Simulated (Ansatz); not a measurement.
Every step of a relaxation of Pd (hcp type)

DFT, PBE, PAW with Ansatz's default frozen-core files, scalar-relativistic (Ansatz 0.2.0); a Γ-centred 17×17×9 k mesh, Fermi–Dirac smearing of 0.05 eV, no spin polarisation. The run relaxes cell and atoms at a target pressure of 0 GPa.

Command: `ansatz run input.yaml --threads 1 --pin off --max-ram 3072MiB --backend cpu --events-out ev --progress --plain --runs-dir out` It took 27 s on 1 thread of Arm Neoverse V1, with other jobs on the host, peak memory 0.36 GiB.

PAW: frozen-core files, cutoff 420 eV; forces are relaxed below 0.005 eV/Å.

Each step lists its free energy a cell above the last geometry, the pressure, the cell vectors (Å), and Cartesian positions (Å) with forces (eV/Å).

The first step:

```
step 1  dF = 7.92 meV  P = 0.39 GPa
  cell 2.7984 0.0000 0.0000  -1.3992 2.4235 0.0000  0.0000 0.0000 4.5334
  Pd 0.0000 1.6156 1.1333   0.0000 0.0000 0.0000
  Pd 1.3992 0.8078 3.4000   0.0000 0.0000 0.0000
```

Where does the relaxation end, and by which steps?

After 5 geometries, with conventional a, b, c = 2.770, 2.770, 4.634 Å, at 15.398 Å³/atom (+0.17 % against the start) in space group P6_3/mmc, with a shortest distance of 2.770 Å. The further steps:
```
step 2  dF = 1.00 meV  P = -0.32 GPa
  cell 2.7818 0.0000 0.0000  -1.3909 2.4091 0.0000  0.0000 0.0000 4.6043
  Pd 0.0000 1.6061 1.1511   0.0000 0.0000 0.0000
  Pd 1.3909 0.8030 3.4532   0.0000 0.0000 0.0000
step 3  dF = 0.73 meV  P = 1.07 GPa
  cell 2.7604 0.0000 0.0000  -1.3802 2.3906 0.0000  0.0000 0.0000 4.6376
  Pd 0.0000 1.5937 1.1594   0.0000 0.0000 0.0000
  Pd 1.3802 0.7969 3.4782   0.0000 0.0000 0.0000
step 4  dF = 0.02 meV  P = -0.12 GPa
  cell 2.7706 0.0000 0.0000  -1.3853 2.3994 0.0000  0.0000 0.0000 4.6358
  Pd 0.0000 1.5996 1.1589   0.0000 0.0000 0.0000
  Pd 1.3853 0.7998 3.4768   0.0000 0.0000 0.0000
step 5  dF = 0.00 meV  P = 0.00 GPa
  cell 2.7702 0.0000 0.0000  -1.3851 2.3991 0.0000  0.0000 0.0000 4.6336
  Pd 0.0000 1.5994 1.1584   0.0000 0.0000 0.0000
  Pd 1.3851 0.7997 3.4752   0.0000 0.0000 0.0000
step 6  dF = 0.03 meV  P = 0.00 GPa  (same geometry on a basis chosen anew; earlier energies don't compare to the last digit)
  cell 2.7702 0.0000 0.0000  -1.3851 2.3991 0.0000  0.0000 0.0000 4.6336
  Pd 0.0000 1.5994 1.1584   0.0000 0.0000 0.0000
  Pd 1.3851 0.7997 3.4752   0.0000 0.0000 0.0000
```
